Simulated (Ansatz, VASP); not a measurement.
**One calculation of CoO, two programs**

Contents of INCAR:

```
PREC = Accurate
ENCUT = 600
EDIFF = 1E-6
ISMEAR = -1
SIGMA = 0.05
LREAL = F
LASPH = T
NELM = 150
ALGO = Normal
ISIF = 3
LWAVE = F
LCHARG = F
ISPIN = 2
MAGMOM = 2 0
LORBIT = 11
LMAXMIX = 4
GGA = RP
IBRION = 2
NSW = 60
EDIFFG = -0.02
```

Contents of KPOINTS:

```
regular mesh
0
Gamma
  8 8 7
```

File POSCAR:

```
CoO
1.0
    2.8284500000      0.0000000000      0.0000000000
   -1.4142300000      2.4495100000      0.0000000000
    0.0000000000      0.0000000000      2.7217200000
Co O
1 1
Direct
    0.0000000000      0.0000000000      0.5000000000
    0.6666700000      0.3333300000      0.0000000000
```

File input.yaml:

```yaml
crystal:
  lattice:
    - [2.82845, 0.0, 0.0]
    - [-1.41423, 2.44951, 0.0]
    - [0.0, 0.0, 2.72172]
  atoms:
    - { symbol: Co, position: [0.0, 0.0, 0.5], spin: 2.0 }
    - { symbol: O, position: [0.66667, 0.33333, 0.0] }
hamiltonian:
  xc: rpbe
  pseudopotentials: { kind: paw }
magnetization:
  spin_polarized: true
kpoints:
  mp_grid: { grid: [8, 8, 7] }
scf:
  occupations: { method: fermi_dirac, width: 0.05 }
output:
  forces: true
  stress: true
  eigenvalues: true
  write_density: true
  write_potential: true
  elf: true
  volumetric_format: npy
relax:
  f_tol: 0.01
  max_steps: 40
  cell: { stress_tol: 0.05 }
```

The cell was built by a generator and needn't be a form met in nature.

Alike in both runs: task relaxation of cell and atoms; functional RPBE; k mesh 8 × 8 × 7; occupations fermi-dirac, width 0.05 eV; collinear spin, ferromagnetic start.

|  | VASP | Ansatz |
| --- | --- | --- |
| version | VASP 6.6.1 | Ansatz 0.2.0 |
| potentials or method | VASP PAW PBE potentials, release 64 (Co, O) | Ansatz PAW |
| plane-wave cutoff (eV) | 600 | 420 |
| valence electrons in the cell | 15 | 23 |

VASP gave:

```
gap on the k mesh at the Fermi level, each at its own relaxed structure (eV) : none
net moment per atom (μB)                                                     : 1.50
size of the moment on the site where the two differ most (μB)                : 2.56
relaxed volume (Å³/atom)                                                     : 9.76
relaxed cell length with the largest relative difference (Å)                 : 2.737
energy change over the relaxation (meV/atom)                                 : -6
```

**Question.** Estimate Ansatz's values.

**Answer.** gap on the k mesh at the Fermi level, each at its own relaxed structure (eV): none; net moment per atom (μB): 1.50; size of the moment on the site where the two differ most (μB): 2.52; relaxed volume (Å³/atom): 9.77; relaxed cell length with the largest relative difference (Å): 2.743; energy change over the relaxation (meV/atom): -7.

Site moments also hang on the region over which each program counts them. A gap of «none» marks a metal or a gap that the smearing closes. The two sets of potentials don't hold the same shells in valence.

Caveats: a cell with one magnetic atom can't hold antiferromagnetic order, which such compounds often take; semilocal functionals often make such compounds metallic where correlation or magnetic order opens a gap, which also shifts bond lengths; the PAW data sets were made with another functional, which shifts forces and pressure a little (VASP); the plane-wave basis is chosen anew once the cell has moved, so the energies of steps on either side of that aren't comparable (Ansatz); the pressure holds a Pulay correction of +0.6 GPa for the finite cutoff (Ansatz); the PAW data sets come from PBE, with cores solved anew for the run's functional, which leaves a small shift of forces and pressure (Ansatz). With open d or f shells a metallic result of RPBE can be an artefact of self-interaction; +U or a hybrid may open a gap.
